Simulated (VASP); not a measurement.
The system is KBr.

```
Br K
1.0
     4.04350    0.00000    0.00000
     0.00000    4.04350    0.00000
     0.00000    0.00000    4.04350
Br K
1 1
Direct
  0.50000 0.50000 0.50000
  0.00000 0.00000 0.00000
```

Measurements of this composition are mostly on another form, of space group No. 225.

| Quantity | Value |
| --- | --- |
| Program | VASP 6.6.1 |
| Task | single point |
| Functional | PBE |
| Potentials or basis | VASP PAW PBE potentials, release 64 (Br, K_sv) |
| Cutoff | 520 eV |
| k mesh | 7 × 7 × 7 |
| Occupations | fermi-dirac, width 0.05 eV |
| Spin | no spin polarisation |

On this cell: pressure 0.0 GPa; largest force zero by symmetry; band gap on the k mesh 3.89 eV, indirect (least direct gap 4.12 eV).

The same run follows on a disturbed copy (atoms moved at random, drawn with an rms of 0.05 Å):

```
Br K
1.0
     4.04350    0.00000    0.00000
     0.00000    4.04350    0.00000
     0.00000    0.00000    4.04350
Br K
1 1
Direct
  0.50038 0.49474 0.50228
  0.99884 0.99978 0.97651
```

Question: What changes?

Answer: The energy moves by +1.6 meV/atom; pressure 0.0 GPa; largest force 0.059 eV/Å; band gap on the k mesh 3.89 eV, indirect (least direct gap 4.13 eV).

Forces in eV/Å, atoms in the order of the input:
```
Br  -0.004  0.012 -0.058
K    0.004 -0.012  0.058
```

Caveats: an odd mesh through Γ misses points on the zone boundary, where band edges often lie.
